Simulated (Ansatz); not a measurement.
CoO: do energies and stresses tell the same story?

All numbers below come from DFT PBE+U, scalar-relativistic, plane waves, PAW in Ansatz.

Settings: cutoff 420 eV, Γ-centred mesh 16×16×16 on the computed 2-atom cell, Gaussian smearing of 0.01 eV; U_eff Co 3.32 eV on the d shells (Löwdin-orthogonalised atomic orbitals); collinear spin from starting moments 2.84 0.26 μB.

Relaxed cell: I4/mmm, a = 2.998 Å, b = 2.998 Å, c = 4.531 Å, α = 90.00°, β = 90.00°, γ = 90.00°, 2 atoms in the primitive cell.

Energies at zero smearing and pressures from the stress tensor, at volumes with shape and atoms relaxed:
```tsv
V (Å³/atom)	E − E(first) (meV/atom)	P (GPa)
9.568	0.00	11.54
9.873	-15.94	5.32
10.179	-20.85	0.01
10.484	-16.53	-4.43
10.789	-4.60	-8.03
```

Task: Check P = −dE/dV between neighbouring volumes, and get the bulk modulus from the pressures alone.

Result: With 1 eV/Å³ = 160.2 GPa:
| middle V (Å³/atom) | −ΔE/ΔV (GPa) | mean P (GPa) |
| --- | --- | --- |
| 9.720 | 8.362 | 8.430 |
| 10.026 | 2.577 | 2.663 |
| 10.331 | -2.267 | -2.210 |
| 10.637 | -6.260 | -6.230 |

The two differ by 0.09 GPa at most. The mean of two end pressures misses the average over a step by about ΔV² P″/12, up to 0.08 GPa here; with that taken off 0.04 GPa remains, from the smearing term (the stress is the derivative of the free energy), the finite cutoff, the mesh or the relaxation's tolerance. Around V = 10.179 Å³/atom, the two neighbours give B = −V ΔP/ΔV = 10.179 × 9.75 / 0.611 = 162.4 GPa, against B0 = 160.3 GPa from the Birch–Murnaghan fit of the energies.

The state reached may not be the lowest one. The cell holds one magnetic atom, so it can only be ferromagnetic; an antiferromagnetic order may lie lower.

Only this magnetic start was tried.